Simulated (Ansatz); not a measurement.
**SrO: band gap under strain**

Aim: follow the gap of SrO (database structure) through these states: -4.8 % shear in the xy plane; +4.6 % equal strain in all directions. The table at the end shows which levels were run.

Program: Ansatz 0.2.0. PAW datasets, plane waves. (Simulation; spin polarisation is off.)

## (1) The structure to begin with

The unstrained cell was relaxed with r2SCAN; in each strained cell the atoms were relaxed again with r2SCAN. Names of k-points are those of the unstrained zone, where strain can split equivalent points. First state: -4.8 % shear in the xy plane.

It is monoclinic, P2_1/m (No. 11); a = 3.473 Å, b = 6.208 Å, c = 3.548 Å, β = 117.9° in the conventional setting, 16.90 Å³ an atom. Around Sr lie 6 O at 2.54–2.60 Å; around O lie 6 Sr at 2.54–2.60 Å.

Structure file:

```
Sr O
1.0
     3.54713   -0.08584    0.00000
    -1.84790    3.11482    0.00000
     0.00000    0.00000    6.20834
Sr O
2 2
Direct
  0.33130 0.66542 0.25000
  0.66870 0.33458 0.75000
  0.00000 0.00000 0.00000
  0.00000 0.00000 0.50000
```

## (2) -4.8 % shear in the xy plane: PBE

File input.yaml:

```yaml
crystal:
  lattice:
    - [3.547127748, -0.0858404915, 0.0]
    - [-1.8479039204, 3.114822986, 0.0]
    - [0.0, 0.0, 6.208342035]
  atoms:
    - { symbol: Sr, position: [0.3312999047, 0.6654239958, 0.25] }
    - { symbol: Sr, position: [0.6687000953, 0.3345760042, 0.75] }
    - { symbol: O, position: [0.0, 0.0, 0.0] }
    - { symbol: O, position: [0.0, 0.0, 0.5] }
kpoints:
  mp_grid: { grid: [12, 12, 4] }
  band_path:
    path:
      - [0.0, 0.0, 0.0]
      - [0.5, 0.0, 0.0]
      - [0.3333333333, 0.3333333333, 0.0]
      - [0.0, 0.0, 0.5]
      - [0.5, 0.0, 0.5]
      - [0.3333333333, 0.3333333333, 0.5]
      - [0.5, 0.5, 0.0]
    npoints: 1
hamiltonian:
  xc: pbe
scf:
  occupations: { method: fermi_dirac, width: 0.02 }
  n_extra_bands: 5
output:
  forces: true
  stress: true
  eigenvalues: true
  write_density: true
  write_potential: true
  elf: true
  volumetric_format: npy
```

Launch:

```bash
$ ansatz run input.yaml --threads 4 --pin off --max-ram 3686MiB --backend cpu --events-out ev --progress --plain --runs-dir out
```

After this run come: -4.8 % shear in the xy plane: r2SCAN; -4.8 % shear in the xy plane: HSE06; +4.6 % equal strain in all directions: PBE; +4.6 % equal strain in all directions: r2SCAN; +4.6 % equal strain in all directions: HSE06.

**Question.** What will these runs give?

As calculated:

Least gap in eV (negative: overlap):

| state | PBE | r2SCAN | HSE06 |
| --- | --- | --- | --- |
| -4.8 % shear in the xy plane | 3.08 | 3.52 | 4.53 |
| +4.6 % equal strain in all directions | 2.38 | 2.93 | 3.72 |

What this shows: Where both were run, the HSE06 gap lies +1.34 to +1.45 eV from PBE's, each on its own k points. In PBE the gap is least under +4.6 % equal strain in all directions (2.38 eV) and largest under -4.8 % shear in the xy plane (3.08 eV).
